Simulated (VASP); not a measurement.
Input of a VASP 6.6.1 run:

File INCAR:

```
SYSTEM = AlN
PREC = Accurate ; ENCUT = 520
EDIFF = 1E-7 ; ISMEAR = 0
SIGMA = 0.02 ; LREAL = .False.
LASPH = .True. ; NELM = 60
ALGO = Normal ; ISIF = 4
LWAVE = .False. ; LCHARG = .False.
GGA = PE ; IBRION = 2
NSW = 80 ; EDIFFG = -0.002
```

The input KPOINTS:

```
regular mesh
0
Gamma
  3 3 1
  0 0 0
```

File POSCAR:

```
AlN                                     
1.0
    3.1830163402      0.0000000000      0.0000000000
   -1.5915081701      2.7565730091      0.0000000000
    0.0000000000      0.0000000000      4.9827608856
  Al              N             
     2     2
Direct
     0.3333333300000021    0.6666666699999979    0.9961855878091868
     0.6666666699999979    0.3333333300000021    0.4961855878091868
     0.3333333300000021    0.6666666699999979    0.3838144121908158
     0.6666666699999979    0.3333333300000021    0.8838144121908158
```

Potentials or basis: VASP PAW PBE potentials, release 64 (Al, N).

Launch:

```console
$ cat potpaw_PBE.64/Al/POTCAR potpaw_PBE.64/N/POTCAR > POTCAR
$ mpirun -np 1 vasp_std > vasp.out
```

Task: What does it give for the band gap on the k mesh?

Result: 3.68 eV, direct.

Step by step:
| step | energy change (eV) | largest force (eV/Å) | pressure (GPa) | volume (Å³) |
| --- | --- | --- | --- | --- |
| 1 | 0.0000 | 0.0312 | -5.48 | 43.72 |
| 2 | -0.0001 | 0.0060 | -5.46 | 43.72 |
| 3 | -0.0002 | 0.0066 | -5.45 | 43.72 |
| 4 | -0.0002 | 0.0045 | -5.44 | 43.72 |
| 5 | -0.0002 | 0.0002 | -5.44 | 43.72 |

Caveat: the k mesh is coarse (spacing up to 1.26 Å⁻¹), so the values aren't converged.
